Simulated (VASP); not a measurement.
# CdSe (Cadmoselite) (P6_3mc) in VASP: further runs

One crystal, CdSe (Cadmoselite), is run at these levels: PBEsol, LDA; tasks: relaxation of cell and atoms.

Everything below comes from runs of VASP 6.6.1. Logs are shortened: lines on timing, memory, paths and dates and some standing lists are left out, and cuts for length are marked.

### Step 1. The crystal as given

It takes space group P6_3mc (No. 186, hexagonal). The conventional cell has a = 4.310 Å, b = 4.310 Å, c = 7.035 Å, α = 90.00°, β = 90.00°, γ = 120.00°. Cd (site symmetry 3m) has 4 Se at 2.64 Å as nearest neighbours. Around Se (site symmetry 3m) lie 4 Cd at 2.64 Å.

### Step 2. Relaxation of cell and atoms, PBEsol

Input file INCAR:

```
  PREC = Accurate
  ENCUT = 600
  EDIFF = 1E-7
  ISMEAR = 0
  SIGMA = 0.03
  LREAL = False
  LASPH = True
  NELM = 80
  ALGO = Normal
  ISIF = 3
  LWAVE = False
  LCHARG = False
  GGA = PS
  IBRION = 2
  NSW = 90
  EDIFFG = -0.005
  KPAR = 2
```

Input file KPOINTS:

```
Automatic mesh
0
Gamma
  9 9 4
```

Input file POSCAR:

```
CdSe                                    
1.0
    4.3096852295      0.0000000000      0.0000000000
   -2.1548426148      3.7322968911     -0.0000000000
    0.0000000000     -0.0000000000      7.0351851828
  Cd              Se            
     2     2
Direct
     0.3333333332999970    0.6666666667000030    0.0046653508420677
     0.6666666667000030    0.3333333332999970    0.5046653508420678
     0.3333333332999970    0.6666666667000030    0.3803346491579304
     0.6666666667000030    0.3333333332999970    0.8803346491579302
```

Potentials or basis: VASP PAW PBE potentials, release 64 (Cd, Se).

On the command line:

```
$ cat potpaw_PBE.64/Cd/POTCAR potpaw_PBE.64/Se/POTCAR > POTCAR
$ mpirun -np 2 vasp_std > vasp.out
```

OUTCAR:

```text
PREC = Accurate
   ENCUT = 600
   EDIFF = 1E-7
   ISMEAR = 0
   LREAL = False
   LASPH = True
   NELM = 80
   ISIF = 3
   GGA = PS
   IBRION = 2
   NSW = 90
   EDIFFG = -0.005

 ion  position               nearest neighbor table
   1  0.333  0.667  0.005-   4 2.64   4 2.64   4 2.64   3 2.64
   2  0.667  0.333  0.505-   3 2.64   3 2.64   3 2.64   4 2.64
   3  0.333  0.667  0.380-   2 2.64   2 2.64   2 2.64   1 2.64
   4  0.667  0.333  0.880-   1 2.64   1 2.64   1 2.64   2 2.64

  LATTYP: Found a hexagonal cell.
 ALAT       =     4.3096852295
 C/A-ratio  =     1.6324127652

  Lattice vectors:

 A1 = (   4.3096852295,   0.0000000000,   0.0000000000)
 A2 = (  -2.1548426148,   3.7322968911,   0.0000000000)
 A3 = (   0.0000000000,   0.0000000000,   7.0351851828)

Analysis of symmetry for initial positions (statically):
=====================================================================
 Subroutine PRICEL returns:
 Original cell was already a primitive cell.

 Routine SETGRP: Setting up the symmetry group for a
 hexagonal supercell.

 Subroutine GETGRP returns: Found 12 space group operations
 (whereof  6 operations were pure point group operations)
 out of a pool of 24 trial point group operations.

The static configuration has the point symmetry C_3v.
 The point group associated with its full space group is C_6v.

Analysis of symmetry for dynamics (positions and initial velocities):
=====================================================================
 Subroutine PRICEL returns:
 Original cell was already a primitive cell.

 Routine SETGRP: Setting up the symmetry group for a
 hexagonal supercell.

 Subroutine GETGRP returns: Found 12 space group operations
 (whereof  6 operations were pure point group operations)
 out of a pool of 24 trial point group operations.

The dynamic configuration has the point symmetry C_3v.
 The point group associated with its full space group is C_6v.

 Subroutine INISYM returns: Found 12 space group operations
 (whereof  6 operations are pure point group operations),
 and found     1 'primitive' translations

----------------------------------------------------------------------------------------

                                     Primitive cell

  volume of cell :     113.1611

  direct lattice vectors                    reciprocal lattice vectors
     4.309685230  0.000000000  0.000000000     0.232035508  0.133965763  0.000000000
    -2.154842615  3.732296891  0.000000000     0.000000000  0.267931526  0.000000000
[... 94 lines left out ...]
   NFREE  =      1    steps in history (QN), initial steepest desc. (CG)
   ISIF   =      3    stress and relaxation
   ISYM   =      2    0-nonsym 1-usesym 2-fastsym
   POTIM  = 0.5000    time-step for ionic-motion
   TEBEG  =    0.0;   TEEND  =   0.0 temperature during run
   PSTRESS=    0.0 pullay stress
   NELECT =      36.0000    total number of electrons
   NUPDOWN=      -1.0000    fix difference up-down
   EMIN   =  10.00;   EMAX   =-10.00  energy-range for DOS
   EFERMI =   0.00;   METHOD = LEGACY
   ISMEAR =     0;   SIGMA  =   0.03  broadening in eV -4-tet -1-fermi 0-gaus
   EFERMI_NEDOS =   21; number of points for ismear=-14 and -15
   IALGO  =     38    algorithm
   IMIX   =      4    mixing-type and parameters
     AMIX     =   0.40;   BMIX     =  1.00
     AMIX_MAG =   1.60;   BMIX_MAG =  1.00
  volume/ion in A,a.u.               =      28.29       190.91
  Fermi-wavevector in a.u.,A,eV,Ry     =   1.117575  2.111910 16.993313  1.248973
  Thomas-Fermi vector in A             =   2.254199
   LORBIT       =      0    0 simple, 1 ext, 2 COOP (PROOUT), +10 PAW based schemes
   GGA     = PS    functional components
   LHFCALC =     F    Hartree Fock is set to
   AEXX    =    0.0000 exact exchange contribution
   IVDW    =     0    specifies the selected vdW correction
   LEPSILON=     F    determine dielectric tensor
   LRPA    =     F    only Hartree local field effects (RPA)
 conjugate gradient relaxation of ions
 non-spin polarized calculation
 Gauss-broadening in eV      SIGMA  =   0.03
  energy-cutoff  :      600.00
  volume of cell :      113.16
 maximum number of plane-waves:      3801
 NGX is ok and might be reduce to    36
   NGX = 17   NGY = 17   NGZ = 29

 number of electron      35.9999999 magnetization

 Free energy of the ion-electron system (eV)
  ---------------------------------------------------
  ext. energy  EPLUGINS =         0.00000000
  ---------------------------------------------------
  free energy    TOTEN  =       -12.35228190 eV

  energy without entropy =      -12.35228190  energy(sigma->0) =      -12.35228190

 E-fermi :   0.9111     XC(G=0):  -9.0652

 val. band max:        0.7717562927   @ k =   0.0000   0.0000   0.0000
 cond. band min:       1.2999325493   @ k =   0.0000   0.0000   0.0000
 fundamental gap:      0.5281762567
 Fermi energy:         0.9110847814

 k-point     1 :       0.0000    0.0000    0.0000
  band No.  band energies     occupation
      1     -11.8277      2.00000
      2     -11.4478      2.00000
      3      -7.1169      2.00000
      4      -7.1101      2.00000
      5      -7.1101      2.00000
      6      -7.0426      2.00000
[... 589 lines left out ...]
     21       5.3504      0.00000
     22       7.1063      0.00000

 [... further k-points ...]

------------------------ aborting loop because EDIFF is reached ----------------------------------------

  FORCE on cell =-STRESS in cart. coord.  units (eV):
  Direction    XX          YY          ZZ          XY          YZ          ZX
  --------------------------------------------------------------------------------------
  -------------------------------------------------------------------------------------
  Total        0.0013974      0.0013974     -0.0011806     -0.0000000      0.0000000     -0.0000000
  in kB        0.0197845      0.0197845     -0.0167161     -0.0000000      0.0000000     -0.0000000
  external PRESSURE =       0.0076176 kB  Pullay stress =       0.0000000 kB

 VOLUME and BASIS-vectors are now :
 -----------------------------------------------------------------------------
  energy-cutoff  :      600.00
  volume of cell :      113.16
      direct lattice vectors                 reciprocal lattice vectors
     4.309685230  0.000000000  0.000000000     0.232035508  0.133965763  0.000000000
    -2.154842615  3.732296891  0.000000000     0.000000000  0.267931526  0.000000000
     0.000000000  0.000000000  7.035185183     0.000000000  0.000000000  0.142142669

 POSITION                                       TOTAL-FORCE (eV/Angst)
 -----------------------------------------------------------------------------------
     -0.00000      2.48820      0.03282        -0.000000      0.000000      0.000542
      2.15484      1.24410      3.55041         0.000000     -0.000000      0.000542
     -0.00000      2.48820      2.67572         0.000000     -0.000000     -0.000542
      2.15484      1.24410      6.19332        -0.000000      0.000000     -0.000542
 -----------------------------------------------------------------------------------
    total drift:                               -0.000000      0.000000     -0.000535

  FREE ENERGIE OF THE ION-ELECTRON SYSTEM (eV)
  ---------------------------------------------------
  free  energy   TOTEN  =       -12.3522819018 eV

  energy  without entropy=      -12.3522819018  energy(sigma->0) =      -12.35228190

 reached required accuracy - stopping structural energy minimisation
```

Wall time 35 s (2 MPI ranks of Intel Xeon Platinum 8488C (Sapphire Rapids), shared host); peak memory 0.29 GiB.

Results:

- Free energy: -12.3523 eV
- Pressure after relaxing: 0.0 GPa
- Band gap on the k mesh: 0.53 eV, direct

Final structure:
```cif
data_structure
_symmetry_space_group_name_H-M 'P 1'
_symmetry_Int_Tables_number 1
_cell_length_a 4.3097
_cell_length_b 4.3097
_cell_length_c 7.0352
_cell_angle_alpha 90.000
_cell_angle_beta 90.000
_cell_angle_gamma 120.000
_cell_volume 113.16
loop_
_atom_site_label
_atom_site_type_symbol
_atom_site_fract_x
_atom_site_fract_y
_atom_site_fract_z
_atom_site_occupancy
Cd1 Cd 0.33333 0.66667 0.00467 1
Cd2 Cd 0.66667 0.33333 0.50467 1
Se1 Se 0.33333 0.66667 0.38033 1
Se2 Se 0.66667 0.33333 0.88033 1
```

Caveat: the relaxation stopped at its first step, so nothing moved; the PAW data sets were made with another functional, which shifts forces and pressure a little.

### Step 3. Relaxation of cell and atoms, LDA

This run uses another cell than the first one, of 28.10 Å³/atom, 0.993 times its volume.

Input file INCAR:

```
PREC     = Accurate       # precision mode
ENCUT    = 600            # plane-wave cutoff, eV
EDIFF    = 1E-6           # SCF threshold, eV
ISMEAR   = 0              # smearing method
SIGMA    = 0.03           # smearing width, eV
LREAL    = False          # projectors in reciprocal space
LASPH    = True           # aspherical terms in the spheres
NELM     = 80             # most SCF steps
ALGO     = Normal         # electronic algorithm
ISIF     = 3              # what is computed and relaxed
LWAVE    = False          # write WAVECAR
LCHARG   = False          # write CHGCAR
IBRION   = 2              # ionic algorithm
NSW      = 90             # ionic steps
EDIFFG   = -0.01          # ionic threshold
KPAR     = 2
```

Input file KPOINTS:

```
regular mesh
0
Gamma
  9 9 4
```

Input file POSCAR:

```
CdSe
1.0
    4.3000000000      0.0000000000      0.0000000000
   -2.1500000000      3.7239092363      0.0000000000
    0.0000000000      0.0000000000      7.0200000000
Cd Se
2 2
Direct
    0.3333333333      0.6666666667      0.0000000000
    0.6666666667      0.3333333333      0.5000000000
    0.3333333333      0.6666666667      0.3850000000
    0.6666666667      0.3333333333      0.8850000000
```

Potentials or basis: VASP PAW LDA potentials, release 64 (Cd, Se).

On the command line:

```
$ cat potpaw_LDA.64/Cd/POTCAR potpaw_LDA.64/Se/POTCAR > POTCAR
$ mpirun -np 2 vasp_std > vasp.out
```

It took 3 min on 2 MPI ranks of Intel Xeon Platinum 8559C (Emerald Rapids), shared host; peak memory 0.26 GiB.

Results (log left out):

* Free energy: -13.5200 eV
* Relaxed volume: 27.32 Å³/atom
* Relaxed cell: a = 4.257 Å, b = 4.257 Å, c = 6.962 Å, α = 90.00°, β = 90.00°, γ = 120.00°
* Space group after relaxing (to 0.05 Å): P6_3mc (No. 186)
* Energy gained by relaxing: 8.4 meV/atom
* Ionic steps: 9
* Pressure after relaxing: 0.0 GPa
* Largest force after relaxing: 0.006 eV/Å
* Band gap on the k mesh: 0.48 eV, direct

Forces on the atoms (eV/Å):
```
Cd   0.000  0.000  0.006
Cd   0.000  0.000  0.006
Se   0.000  0.000 -0.006
Se   0.000  0.000 -0.006
```

Step by step:
```
step  energy change (eV)  largest force (eV/Å)  pressure (GPa)  volume (Å³)
   1              0.0000                0.2652           -1.41       112.41
   2             -0.0282                0.0862            0.47       108.42
   3             -0.0286                0.1087            0.26       108.80
   4             -0.0306                0.0379           -0.01       109.27
   5             -0.0306                0.0275           -0.03       109.33
   6             -0.0318                0.0266           -0.06       109.41
   7             -0.0332                0.0224           -0.18       109.63
   8             -0.0333                0.0105            0.18       108.93
   9             -0.0335                0.0056            0.01       109.26
```

Final structure:
```yaml
crystal:
  lattice:
    - [4.25703, 0.00000, 0.00000]
    - [-2.12852, 3.68670, 0.00000]
    - [0.00000, 0.00000, 6.96196]
  atoms:
    - { symbol: Cd, position: [0.33333, 0.66667, 0.00484] }
    - { symbol: Cd, position: [0.66667, 0.33333, 0.50484] }
    - { symbol: Se, position: [0.33333, 0.66667, 0.38016] }
    - { symbol: Se, position: [0.66667, 0.33333, 0.88016] }
```

Levels at points of the mesh, in eV from the valence-band top:
| k point | band 14 | band 15 | band 16 | band 17 | band 18 | band 19 | band 20 | band 21 | band 22 |
| --- | --- | --- | --- | --- | --- | --- | --- | --- | --- |
| (0.00, 0.00, 0.00) | -0.82 | -0.82 | -0.07 | 0.00 | 0.00 | 0.48 | 2.05 | 5.72 | 5.72 |
| (0.00, 0.00, 0.50) | -2.83 | -0.43 | -0.43 | -0.43 | -0.43 | 2.24 | 2.24 | 5.71 | 5.71 |

### Step 4. Relaxation of cell and atoms, LDA

This run uses another cell than the first one, of 27.32 Å³/atom, 0.966 times its volume.

INCAR: that of step 3 with these lines changed.

```diff
@@ -2,3 +2,3 @@
 ENCUT    = 600            # plane-wave cutoff, eV
-EDIFF    = 1E-6           # SCF threshold, eV
+EDIFF    = 1E-7           # SCF threshold, eV
 ISMEAR   = 0              # smearing method
@@ -14,3 +14,3 @@
 NSW      = 90             # ionic steps
-EDIFFG   = -0.01          # ionic threshold
+EDIFFG   = -0.005         # ionic threshold
 KPAR     = 2
```

KPOINTS is that of step 3.

Input file POSCAR:

```
CdSe                                    
1.0
    4.2570318221      0.0000000000     -0.0000000000
   -2.1285159111      3.6866977027      0.0000000000
    0.0000000000     -0.0000000000      6.9619602522
  Cd              Se            
     2     2
Direct
     0.3333333332999970    0.6666666667000030    0.0048410174725498
     0.6666666667000030    0.3333333332999970    0.5048410174725496
     0.3333333332999970    0.6666666667000030    0.3801589825274482
     0.6666666667000030    0.3333333332999970    0.8801589825274484
```

On the command line:

```
$ cat potpaw_LDA.64/Cd/POTCAR potpaw_LDA.64/Se/POTCAR > POTCAR
$ mpirun -np 2 vasp_std > vasp.out
```

It took 51 s on 2 MPI ranks of Intel Xeon Platinum 8559C (Emerald Rapids), shared host; peak memory 0.26 GiB.

It converged, with:

| Quantity | Value |
| --- | --- |
| Free energy | -13.5191 eV |
| Relaxed volume | 27.32 Å³/atom |
| Relaxed cell | a = 4.258 Å, b = 4.258 Å, c = 6.960 Å, α = 90.00°, β = 90.00°, γ = 120.00° |
| Space group after relaxing (to 0.05 Å) | P6_3mc (No. 186) |
| Energy gained by relaxing | 0.0 meV/atom |
| Ionic steps | 2 |
| Pressure after relaxing | 0.0 GPa |
| Band gap on the k mesh | 0.48 eV, direct |

Final structure:
```yaml
crystal:
  lattice:
    - [4.25808, 0.00000, 0.00000]
    - [-2.12904, 3.68760, 0.00000]
    - [0.00000, 0.00000, 6.95981]
  atoms:
    - { symbol: Cd, position: [0.33333, 0.66667, 0.00488] }
    - { symbol: Cd, position: [0.66667, 0.33333, 0.50488] }
    - { symbol: Se, position: [0.33333, 0.66667, 0.38012] }
    - { symbol: Se, position: [0.66667, 0.33333, 0.88012] }
```

Levels at points of the mesh, in eV from the valence-band top:
| k point | band 15 | band 16 | band 17 | band 18 | band 19 | band 20 | band 21 | band 22 |
| --- | --- | --- | --- | --- | --- | --- | --- | --- |
| (0.00, 0.00, 0.00) | -0.82 | -0.06 | 0.00 | 0.00 | 0.48 | 2.05 | 5.72 | 5.72 |
| (0.00, 0.00, 0.50) | -0.43 | -0.43 | -0.43 | -0.43 | 2.24 | 2.24 | 5.72 | 5.72 |
